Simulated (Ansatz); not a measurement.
PbSe (Clausthalite):

```
Pb Se
1.0
     0.00000    3.06065    3.06065
     3.06065    0.00000    3.06065
     3.06065    3.06065    0.00000
Pb Se
1 1
Direct
  0.00000 0.00000 0.00000
  0.50000 0.50000 0.50000
```

Base run:

```yaml
Program: Ansatz 0.2.0
Functional: PBE
Potentials_or_basis: all-electron LAPW, relativistic spinors
Cutoff: 188 eV (chosen from the basis error)
Basis_error_allowed: 0.001 eV/atom
k_mesh: 6 × 6 × 6
Occupations: fermi-dirac, width 0.05 eV
Spin: spin-orbit coupling, no magnetisation
```

Its results: band gap on the k mesh 0.20 eV, direct; pressure 1.8 GPa.

Q: The run is repeated on the same cell with these changes: functional from PBE to PBEsol. What comes out?

A: Band gap on the k mesh 0.27 eV, direct; pressure -1.1 GPa.

PBEsol binds more tightly than PBE, so the same cell stands under less pressure.
